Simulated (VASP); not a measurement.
A run of VASP 6.6.1:

File INCAR:

```
SYSTEM = Si2Ni
ALGO = Normal
EDIFF = 1E-7
ENCUT = 550
GGA = RP
ISIF = 2
ISMEAR = 0
ISPIN = 2
LASPH = .True.
LCHARG = .False.
LMAXMIX = 4
LORBIT = 11
LREAL = .False.
LWAVE = .False.
MAGMOM = 1 0 0
NBANDS = 20
NELM = 100
PREC = Accurate
SIGMA = 0.02
```

The input KPOINTS:

```
k-points
0
Gamma
  9 9 9
  0 0 0
```

Contents of POSCAR:

```
Si2Ni
3.8226
    0.000000000000      0.707110343745      0.707110343745
    0.707110343745      0.000000000000      0.707110343745
    0.707110343745      0.707110343745      0.000000000000
Ni Si
1 2
Direct
    0.0000000000      0.0000000000      0.0000000000
    0.7500000000      0.7500000000      0.7500000000
    0.2500000000      0.2500000000      0.2500000000
```

Potentials or basis: VASP PAW PBE potentials, release 64 (Ni_GW, Si_GW).

The run is started by

```sh
$ cat potpaw_PBE.64/Ni_GW/POTCAR potpaw_PBE.64/Si_GW/POTCAR > POTCAR
$ mpirun -np 1 vasp_std > vasp.out
```

Hardware: 1 thread of AMD EPYC 7R43 64-Core Processor (Zen 3) (shared host).

**Question.** How long does it take, and how much memory?

**Answer.** Wall time 100 s on 1 thread of AMD EPYC 7R43 64-Core Processor (Zen 3) (shared host), peak memory 0.2 GiB. Counts: scf iterations 16, k points 35.
